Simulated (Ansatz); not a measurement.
All-electron LAPW in Ansatz 0.2.0 under PBE, scalar-relativistic, energies extrapolated to zero smearing. Slabs are 1×1 cells cut from bulk crystals relaxed on PAW files, with atoms then relaxed, 16 to 20 Å of vacuum, a dipole correction, k spacings of 0.16 to 0.26 Å⁻¹ and smearing of 0.02 to 0.1 eV, without spin–orbit coupling or spin polarisation. The bulk type named needn't be the stable one, and no reconstruction is allowed.

| slab | area (Å²) | γ (J/m²) | Φ (eV) | Δd12 (%) |
| --- | --- | --- | --- | --- |
| bcc Cs (110), 5 layers | 26.78 | 0.06 | ? | 0.0 |
| hcp Bi (10-10), 6 layers | 20.68 | ? | 3.90 | -34.8 |
| fcc Na (210), 6 layers | 31.26 | 0.25 | 2.56 | -11.5 |
| fcc Be (111), 6 layers | 4.32 | 1.27 | 5.29 | 2.9 |

(1) What belongs in the row "bcc Cs (110), 5 layers", column "Φ (eV)"?

(2) Give the missing entry: row "hcp Bi (10-10), 6 layers", column "γ (J/m²)".

Answers

(1) 2.09.

(2) 0.26.
